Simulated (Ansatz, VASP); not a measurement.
# Cross-check of Al35PtN35 (V_N-Pt_Al) between VASP and Ansatz

One calculation is typed for both programs; each brings its own data sets. How far apart do they land? The cell is taken from a series of runs on this material, whose earlier steps may have relaxed, scaled, displaced or heated it; both programs get it as it stands.

Main program and level: Ansatz 0.2.0; plane waves, with VASP 6.6.1 beside it; single point at r2SCAN.

### 1. The structure

The cell holds 71 atoms: 35 Al, 35 N and 1 Pt. Cell: a = 9.320 Å, b = 9.320 Å, c = 9.956 Å, α = 90.0°, β = 90.0°, γ = 120.0°. It derives from AlN (AlN (P6_3mc)). Nearest the centre at fractional (0.667, 0.500, 0.470): Pt71 at 0.41 Å, N66 at 2.42 Å, N63 at 2.44 Å, Al18 at 2.45 Å, N67 at 2.45 Å, Al14 at 2.45 Å, Al17 at 2.47 Å, Al19 at 2.95 Å.

As a file:

```xyz
71
Lattice="9.3196 0.0000 0.0000 -4.6598 8.0710 0.0000 0.0000 0.0000 9.9565" Properties=species:S:1:pos:R:3 pbc="T T T"
Al    1.5690    0.9075    2.4895
Al    0.0169    1.8004    4.9858
Al    1.5446    0.8849    7.4782
Al    0.0089    1.7950    0.0042
Al    0.0191    3.5906    2.4891
Al   -1.5595    4.4995    4.9851
Al   -0.0081    3.5782    7.4780
Al   -1.5419    4.4871    9.9517
Al   -1.5416    6.2813    2.4825
Al   -3.0952    7.1541    4.9826
Al   -1.5516    6.2737    7.4730
Al   -3.0953    7.1764    9.9512
Al    4.6856    0.8971    2.4787
Al    3.1620    1.7165    5.0309
Al    4.6772    0.8881    7.4854
Al    3.1159    1.7868    9.9530
Al    3.1653    3.6199    2.3516
Al    1.5186    4.5657    5.0266
Al    3.0930    3.5729    7.4842
Al    1.5552    4.4905    9.9524
Al    1.5685    6.2962    2.4776
Al   -0.0059    7.1678    4.9862
Al    1.5590    6.2909    7.4836
Al    0.0052    7.1738    0.0022
Al    7.7824    0.9036    2.4819
Al    6.2235    1.7777    4.9859
Al    7.7750    0.8970    7.4682
Al    6.2270    1.7937    9.9480
Al    6.2395    3.5873    2.4587
Al    6.2290    3.5718    7.4458
Al    4.6827    4.4931    9.8987
Al    4.6735    6.2982    2.4558
Al    3.1005    7.1884    4.9832
Al    4.6588    6.2881    7.4433
Al    3.1160    7.1813    9.9459
N     1.5887    0.9211    4.3950
N     0.0217    1.8003    1.9037
N     1.5609    0.9002    9.3705
N     0.0101    1.7921    6.8773
N     0.0380    3.6027    4.3931
N    -1.5248    4.4874    1.8943
N     0.0089    3.5900    9.3701
N    -1.5452    4.4809    6.8705
N    -1.5494    6.2786    4.3826
N    -3.0848    7.1896    1.8937
N    -1.5474    6.2797    9.3651
N    -3.0998    7.1698    6.8687
N     4.6804    0.8802    4.3781
N     3.1306    1.8107    1.9161
N     4.6658    0.8980    9.3727
N     3.1108    1.7789    6.8965
N     1.5832    4.4892    1.9150
N     3.1066    3.5859    9.3845
N     1.5522    4.4847    6.8939
N     1.5501    6.3041    4.3771
N     0.0125    7.1766    1.8970
N     1.5578    6.2804    9.3711
N     0.0046    7.1700    6.8779
N     7.7852    0.9089    4.3828
N     6.2301    1.7940    1.8854
N     7.7767    0.9023    9.3606
N     6.2205    1.7806    6.8728
N     6.2548    3.5447    4.3476
N     4.7127    4.5100    1.8507
N     6.2276    3.5870    9.3473
N     4.6479    4.4647    6.9393
N     4.6401    6.3412    4.3377
N     3.1182    7.1819    1.8825
N     4.6676    6.2877    9.3457
N     3.1066    7.1759    6.8715
Pt    4.2200    4.2237    4.8233
```

### 2. Ansatz: single point, r2SCAN

Ansatz runs on its PAW soft_1 files.

A single point gives forces, pressure and levels at one fixed geometry, so differences don't come from the geometry; what else differs is listed under the comparison.

File input.yaml:

```yaml
crystal:
  checkpoint: "../qp1_M1.relax.run"
  host: checkpoint
basis:
  ecutwfc: 500
  xc_grid: 2
hamiltonian:
  xc: r2scan
  pseudopotentials: { kind: paw, azcp: { folder: soft_1 } }
kpoints:
  mp_grid: { grid: [2, 2, 2], shift: [0.5, 0.5, 0.5] }
scf:
  occupations: { method: fermi_dirac, width: 0.01 }
  max_iter: 60
output:
  forces: true
  eigenvalues: true
  charged_corrections: { defect_position: [0.666667, 0.5, 0.47] }
checkpoint:
  read: "../qp1_M1.relax.run"
  write: "../qp1_M1.point_neutral.run"
  compress: false
  write_wavefunctions: false
  write_every: 100000
```

The run is started by

```console
> ansatz run input.yaml --threads 4 --pin off --max-ram 15073MiB --backend cpu --events-out ev --progress --plain --runs-dir out
```

Numbers of over 12 decimals in the logs are rounded to 6 here.

The log of the run:

```text
Warning: checkpoint.read: spin treatment differs: saved collinear, current unpolarized; the saved charge density seeds this run and the saved magnetisation is not carried: this deck is unpolarised; the saved density holds an absolute magnetisation of 2.7e0 μB; saved orbitals and DFT+U occupations are not carried; the saved kinetic-energy density and PAW projector densities are carried summed over spin
checkpoint.read: the saved state was converged at a total charge of 1 e, and this run's is 0 e: a saved density that it takes is scaled to its electron count
crystal.checkpoint: the structure is that of <dir>, a `relax` run, at its step 10: its result, under r2scan at a charge of 1 e; 71 atoms read, 0 with a starting moment; this deck's charge is 0 e; crystal.structure_sha256 for this input is
Engine: ansatz 0.2.0, aarch64-unknown-linux-gnu
Pseudopotentials: kind: paw
Pseudopotential: Al, paw, valence charge 3, recommended cutoff 500 eV (meta_gga), soft_1/Al.paw.azcp
Pseudopotential: N, paw, valence charge 5, recommended cutoff 500 eV (meta_gga), soft_1/N.paw.azcp
Pseudopotential: Pt, paw, valence charge 18, recommended cutoff 500 eV (meta_gga), soft_1/Pt.paw.azcp
Functional definition: r2SCAN
  parameter k0 = 0.174
  parameter k1 = 0.065
  parameter a1 = 4.9479
  exchange = r2scan_x(k0 = k0, k1 = k1, a1 = a1)
  correlation = r2scan_c
Crystal: 71 atoms, lattice volume = 748.907 Å³
Basis set: ecut = 500 eV, 18913 PW (Γ), exchange–correlation on 144×144×150 points (8 copies of the dense FFT grid, shifted against one another)
Bands: 220, of which v1, the nominal top of the filled ones, is band 149 counted from 1 (148 counted from 0)
Symmetry: 1 space group operations
Space group: P1 (ITA 1), of the structure as read, at distance tolerance 9.1e-5 Å
k-points: 4 of 8 (time reversal used)
Non-local potential: Al, projectors of the file, l = 0: 2, l = 1: 2, l = 2: 1
Non-local potential: N, projectors of the file, l = 0: 2, l = 1: 2, l = 2: 1
Non-local potential: Pt, projectors of the file, l = 0: 3, l = 1: 2, l = 2: 2, l = 3: 1
PAW form: soft (Blöchl's): semilocal exchange-correlation on the pseudo side does not see the compensation charge
PAW frozen core: Al, regenerated for the run's functional (the file was generated under x = pbe(κ = 0.804, μ = 0.219515), c = pbe(β = 0.066725))
PAW frozen core: N, regenerated for the run's functional (the file was generated under x = pbe(κ = 0.804, μ = 0.219515), c = pbe(β = 0.066725))
PAW frozen core: Pt, regenerated for the run's functional (the file was generated under x = pbe(κ = 0.804, μ = 0.219515), c = pbe(β = 0.066725))
PAW one-centre angular grid: Al, 302 points (default); XC on 160 Gauss nodes
PAW one-centre angular grid: N, 302 points (default); XC on 160 Gauss nodes
PAW one-centre angular grid: Pt, 590 points (default); XC on 160 Gauss nodes
Initial density: read from a saved state, or passed on in memory by an earlier SCF of this step, an earlier step, the calling program or the single point that the run made first
Initial wavefunctions: pseudopotential atomic-orbital guess
Functional: x = r2scan, c = r2scan; τ floored in thin density (d = 2e-4 eV/Å³)
iter 1 solved again at ethr=8.16e-4 eV; its pass at ethr=3.10e-3 eV (dr2=2.43e0 eV) is discarded
SCF iter   1: F=—  HF=-45029.348829 eV  |F-HF|=—  |Δ(HF+E_count)|=         —  Δρ=1.43e-2  dr2=2.44e0  dr2_τ=6.77e-2  ethr=8.16e-4  ⟨swp⟩=4.8  Hψ=5117  notcnv=0
preconditioner: auto → Resta (q_TF=auto, 2.340 Å⁻¹)  ε∞=3.8  [insulator: Δε(μ)=0.259 eV  Ē_g=13.822 eV  σ=0.010 eV  W_gap=1.00  n_scr=162 (ndim 8)  ℏωp=23.1 eV  f_vac=0.000  D(μ)=0.00/eV (n_scr^D=0)  ε∞_Penn≈3.8]
SCF iter   2: F=—  HF=-45029.045699 eV  |F-HF|=—  |Δ(HF+E_count)|=   3.03e-1  Δρ=1.50e-2  dr2=2.09e0  dr2_τ=2.31e-1  ethr=8.16e-4  ⟨swp⟩=4.8  Hψ=1860  notcnv=0
preconditioner: auto → Kerker (q_TF=auto, 2.340 Å⁻¹)  [metal: Δε(μ)=0.011 eV  Ē_g=13.843 eV  σ=0.010 eV  W_gap=0.26  n_scr=162 (ndim 8)  ℏωp=23.1 eV  f_vac=0.000  D(μ)=41.43/eV (n_scr^D=394)]
SCF iter   3: F=—  HF=-45028.983158 eV  |F-HF|=—  |Δ(HF+E_count)|=   6.25e-2  Δρ=9.16e-3  dr2=9.07e-1  dr2_τ=4.23e-2  ethr=7.03e-4  ⟨swp⟩=2.0  Hψ=1025  notcnv=0  defer=65
SCF iter   4: F=—  HF=-45028.904945 eV  |F-HF|=—  |Δ(HF+E_count)|=   7.82e-2  Δρ=5.68e-3  dr2=3.39e-1  dr2_τ=2.73e-2  ethr=3.05e-4  ⟨swp⟩=2.0  Hψ=652  notcnv=0  defer=59
automatic band count: iteration 4 solves 173 bands in place of 220: the levels show a gap, and the empty bands left out lie too high to hold charge; the band table lists the bands solved (type scf.n_extra_bands for more)
SCF iter   5: F=—  HF=-45028.901852 eV  |F-HF|=—  |Δ(HF+E_count)|=   3.09e-3  Δρ=6.87e-3  dr2=4.40e-1  dr2_τ=1.34e-2  ethr=1.14e-4  ⟨swp⟩=4.0  Hψ=1446  notcnv=0  defer=257
[...]
atom  63  N     -0.00373958    -0.11859415     0.46993851
  atom  64  Al    -0.00460600    -0.02273835     0.78353365
  atom  65  Al     0.43956398    -0.47907808    -0.37983656
  atom  66  N      0.34705237     0.91857833     0.00825576
  atom  67  N     -0.10679362     0.08325467    -0.28396080
  atom  68  Al    -0.02764294    -0.32470138    -0.40261076
  atom  69  Al    -0.04294275    -0.01250479     0.05555791
  atom  70  N      0.05237636     0.03901077     0.08681309
  atom  71  N     -0.09146333     0.19862062     0.29510872
  max |Σ_I F_I| component: 1.80e-2 eV/Å
--- Band table (eV) ---
  k-point 0: bands = [... 145 lower, 7.4238, 7.4941, 8.6698, 8.8019, 8.8322, 12.6515, 12.8100, 13.0470, ... 67 higher]
  k-point 1: bands = [... 145 lower, 7.4317, 7.4826, 8.6692, 8.8030, 8.8346, 12.6150, 12.8586, 12.9975, ... 67 higher]
  k-point 2: bands = [... 145 lower, 7.4231, 7.4744, 8.5500, 8.7351, 8.8150, 12.5668, 12.9102, 12.9937, ... 67 higher]
  k-point 3: bands = [... 145 lower, 7.4251, 7.4643, 8.5469, 8.7386, 8.8166, 12.5725, 12.9279, 12.9492, ... 67 higher]
```

In the SCF lines HF is the Harris–Foulkes energy and dr2 the Hartree energy of the density residual, in eV; the loop may stop once dr2 is under the threshold and the program's other checks hold. Hψ counts applications of the Hamiltonian.

### 3. VASP: single point, r2SCAN

The same cell, functional, mesh and smearing now go to VASP, with its own data sets.

Lines of VASP's logs that name or quote its potential files are left out, and so is its time.

File INCAR:

```
SYSTEM = Al35PtN35
PREC = Accurate
ENCUT = 580
EDIFF = 1E-06
NELM = 120
ISMEAR = -1
SIGMA = 0.01
LREAL = Auto
ALGO = Normal
METAGGA = R2SCAN
LASPH = .TRUE.
NBANDS = 200
LORBIT = 11
LWAVE = .FALSE.
LCHARG = .FALSE.
ISIF = 2
ISYM = 0
GGA_COMPAT = .FALSE.
LMIXTAU = .TRUE.
KPAR = 4
```

File POSCAR:

```
Al35PtN35
1.0
    9.3195655359      0.0000000860      0.0000000000
   -4.6597828424      8.0709804634      0.0000000000
    0.0000000000      0.0000000000      9.9564777190
Al N Pt
35 35 1
Direct
    0.2245778385      0.1124404627      0.2500418940
    0.1133502865      0.2230666855      0.5007605138
    0.2205510919      0.1096347245      0.7510850868
    0.1121591881      0.2224008756      0.0004247020
    0.2244932067      0.4448824994      0.2500001011
    0.1114144668      0.5574927405      0.5006891087
    0.2208032667      0.4433474141      0.7510661273
    0.1125292971      0.5559526535      0.9995250558
    0.2237153217      0.7782527853      0.2493357000
    0.1110814915      0.8863990479      0.5004359683
    0.2221728633      0.7773174209      0.7505687436
    0.1124537118      0.8891629785      0.9994708614
    0.5583472491      0.1111516766      0.2489506783
    0.4456258403      0.2126700041      0.5052884301
    0.5568871731      0.1100421233      0.7518106352
    0.4450327761      0.2213820433      0.9996499117
    0.5638984724      0.4485086081      0.2361833745
    0.4457927269      0.5656905508      0.5048611940
    0.5532312572      0.4426874579      0.7516869427
    0.4450604753      0.5563717351      0.9995874011
    0.5583602644      0.7801096745      0.2488415657
    0.4434109039      0.8880912871      0.5007962478
    0.5569995840      0.7794409361      0.7516300521
    0.4449814333      0.8888427033      0.0002239535
    0.8910393952      0.1119547455      0.2492765769
    0.7779177660      0.2202586926      0.5007686550
    0.8898309565      0.1111376420      0.7500808317
    0.7792815579      0.2222427884      0.9991494512
    0.8917418163      0.4444745694      0.2469466291
    0.8896532089      0.4425502603      0.7478395319
    0.7808085927      0.5567023163      0.9941919662
    0.8916545917      0.7803551538      0.2466557670
    0.7780054042      0.8906443695      0.5005008180
    0.8894502798      0.7791057795      0.7475866060
    0.7792365185      0.8897673271      0.9989392662
    0.2275264400      0.1141201761      0.4414185383
    0.1138648367      0.2230634363      0.1912064298
    0.2232538776      0.1115399509      0.9411456138
    0.1121023013      0.2220372707      0.6907362151
    0.2272686537      0.4463723048      0.4412316786
    0.1143846029      0.5559952527      0.1902627590
    0.2233539170      0.4448008766      0.9411054569
    0.1117959267      0.5551879970      0.6900510731
    0.2227063593      0.7779274647      0.4401805827
    0.1143921067      0.8907917855      0.1901995422
    0.2229855925      0.7780530152      0.9405995855
    0.1115554747      0.8883426296      0.6898742493
    0.5567361471      0.1090519167      0.4397258156
    0.4480946644      0.2243497211      0.1924511011
    0.5562729710      0.1112653563      0.9413664370
    0.4439941738      0.2204128725      0.6926653398
    0.4479812358      0.5562120612      0.1923350556
    0.5554892207      0.4443007796      0.9425514105
    0.4443793074      0.5556617336      0.6923989404
    0.5568681715      0.7810763836      0.4396239757
    0.4459339735      0.8891887759      0.1905322235
    0.5562306969      0.7781505338      0.9412070064
    0.4446801249      0.8883648401      0.6907983870
    0.8916677863      0.1126176765      0.4401915267
    0.7796304903      0.2222775573      0.1893662019
    0.8903473659      0.1117941387      0.9401545380
    0.7777766645      0.2206222502      0.6902873971
    0.8907384926      0.4391883868      0.4366579710
    0.7850764332      0.5587933616      0.1858804042
    0.8904436601      0.4444301961      0.9388193361
    0.7753186473      0.5531854569      0.6969651093
    0.8907228865      0.7856775933      0.4356699835
    0.7795050230      0.8898456714      0.1890744174
    0.8903649131      0.7790504254      0.9386516220
    0.7778834375      0.8890928375      0.6901575087
    0.7144699240      0.5233186356      0.4844358760
```

File KPOINTS:

```
Points of the shifted mesh
8
Reciprocal
 0.2500000000  0.2500000000  0.2500000000 1
 0.2500000000  0.2500000000  0.7500000000 1
 0.2500000000  0.7500000000  0.2500000000 1
 0.2500000000  0.7500000000  0.7500000000 1
 0.7500000000  0.2500000000  0.2500000000 1
 0.7500000000  0.2500000000  0.7500000000 1
 0.7500000000  0.7500000000  0.2500000000 1
 0.7500000000  0.7500000000  0.7500000000 1
```

Potentials, in the order of the species: Al, N and Pt (PBE family, release 64).

The run is started by

```console
> mpirun -np 8 vasp_std
```

The log of the run:

```text
[banner, memory and clock lines left out]
running    8 mpi-ranks, on    1 nodes
[...]
|                                                                             |
|           W    W    AA    RRRRR   N    N  II  N    N   GGGG   !!!           |
|           W    W   A  A   R    R  NN   N  II  NN   N  G    G  !!!           |
|           W    W  A    A  R    R  N N  N  II  N N  N  G       !!!           |
|           W WW W  AAAAAA  RRRRR   N  N N  II  N  N N  G  GGG   !            |
|           WW  WW  A    A  R   R   N   NN  II  N   NN  G    G                |
|           W    W  A    A  R    R  N    N  II  N    N   GGGG   !!!           |
|                                                                             |
|     For optimal performance we recommend to set                             |
|       NCORE = 2 up to number-of-cores-per-socket                            |
|     NCORE specifies how many cores store one orbital (NPAR=cpu/NCORE).      |
|     This setting can greatly improve the performance of VASP for DFT.       |
[...]
|               ----> ADVICE to this user running VASP <----                  |
|                                                                             |
|     You enforced a specific xc type in the INCAR file but a different       |
|     [... a line on the potential file left out ...]
|     I HOPE YOU KNOW WHAT YOU ARE DOING!                                     |
|                                                                             |

 LDA part: xc-table for (None), standard interpolation
 POSCAR, INCAR and KPOINTS ok, starting setup
[...]
entering main loop
       N       E                     dE             d eps       ncg     rms          rms(c)
DAV:   1     0.114123505614E+04    0.11412E+04   -0.14925E+05  3200   0.149E+03
DAV:   2    -0.721661822104E+03   -0.18629E+04   -0.17691E+04  3928   0.299E+02
DAV:   3    -0.873803792361E+03   -0.15214E+03   -0.15079E+03  3912   0.918E+01
DAV:   4    -0.876297677412E+03   -0.24939E+01   -0.24839E+01  3840   0.122E+01
[...]
DAV:  21    -0.718070396978E+03   -0.53124E-04   -0.11204E-04  3416   0.283E-02    0.498E-02
DAV:  22    -0.718070390484E+03    0.64941E-05   -0.80336E-05  3384   0.119E-02    0.102E-02
DAV:  23    -0.718070390909E+03   -0.42414E-06   -0.94465E-06  3408   0.704E-03
   1 F= -.71807039E+03 E0= -.71806254E+03  d E =-.156972E-01
```

OUTCAR, selected parts (step 3):

```text
 POSITION                                       TOTAL-FORCE (eV/Angst)
 -----------------------------------------------------------------------------------
      1.56902      0.90750      2.48954         0.079957     -0.011636      0.255112
      0.01693      1.80037      4.98581         0.001096      0.056073     -0.207294
      1.54457      0.88486      7.47816         0.245692      0.055849     -0.184146
      0.00894      1.79499      0.00423        -0.003733      0.036641      0.029191
      0.01912      3.59064      2.48912         0.082635      0.043084      0.271120
     -1.55946      4.49951      4.98510        -0.445117     -0.516549     -0.397861
     -0.00811      3.57825      7.47797         0.226961      0.187512     -0.199950
     -1.54189      4.48708      9.95175        -0.020985     -0.019251      0.036031
     -1.54156      6.28126      2.48251        -0.017108     -0.041449      0.150122
     -3.09520      7.15411      4.98258        -0.649679     -0.163378     -0.380689
     -1.55158      6.27371      7.47302         0.012651     -0.042123     -0.163409
     -3.09529      7.17642      9.95121        -0.038234      0.032263      0.049473
      4.68561      0.89710      2.47867        -0.013055      0.069178      0.277645
      3.16204      1.71646      5.03089         0.252718      1.312611     -0.170402
[...]
-----------------------------------------------------------------------------------
    total drift:                               -0.002705      0.019187     -0.153345

  FREE ENERGIE OF THE ION-ELECTRON SYSTEM (eV)
  ---------------------------------------------------
  free  energy   TOTEN  =      -718.0703909085 eV

  energy  without entropy=     -718.0546936681  energy(sigma->0) =     -718.06254229
```

The run ends at a pressure of 0.31 GPa, with forces up to 1.8 eV/Å.

### 4. Comparison

Known differences besides the potentials themselves: VASP keeps PBE cores, Ansatz makes them for the functional; the data sets hold 298 valence electrons in Ansatz (on its PAW soft_1 files) and 290 in VASP; the cutoff is 500 eV in Ansatz and 580 eV in VASP (PREC = Accurate, projectors in real space). Total energies have different zeros and are not compared.

Forces on 9 of the 71 atoms, those with the largest forces and the largest differences (eV/Å; atoms numbered as in POSCAR):

```csv
atom,"Ansatz x, y, z","VASP x, y, z"
Al14,"0.261, 1.316, -0.163","0.253, 1.313, -0.170"
Al17,"-0.146, -0.023, 0.823","-0.138, -0.024, 0.841"
Al18,"1.440, -0.373, -0.214","1.430, -0.378, -0.217"
N54,"-0.557, 0.159, 0.672","-0.553, 0.159, 0.673"
N63,"1.149, -0.115, 0.189","1.167, -0.124, 0.190"
N64,"-0.027, -0.013, -0.261","-0.012, -0.002, -0.272"
N66,"-0.004, -0.119, 0.470","0.020, -0.100, 0.524"
N67,"0.347, 0.919, 0.008","0.354, 0.935, 0.018"
Pt71,"-1.326, -0.797, -0.789","-1.377, -0.810, -0.828"
```

The forces differ by 8.1 meV/Å r.m.s., which is 2.7 % of the r.m.s. force of 0.307 eV/Å (both taken over all components).

### 5. Results

```yaml
r_m_s_force_difference_single_point_r2scan: 2.7 % of the r.m.s. force
```

In words: The r.m.s. force difference is 2.7 % of the r.m.s. force (single point, r2SCAN), within the 3 % picked in this series as the mark of a large difference. The data sets hold unlike numbers of valence electrons (298 in Ansatz and 290 in VASP), so part of the differences comes from the potentials. Such differences can come from data sets, numerical settings and the points named under the comparisons, not from the functional's error against experiment.

[Lines on the potential files, build, host, timing and source positions are cut from VASP's logs without a mark.]

[Logs are printed without paths, hosts, clocks, repeated set-up lines and the standing remarks that a program may print on its own settings, such as how far it seeks lower states.]

[Hosts, paths, dates, database ids (printed as entryN), source tags and the programs' standing remarks are cut or masked in the printed files.]
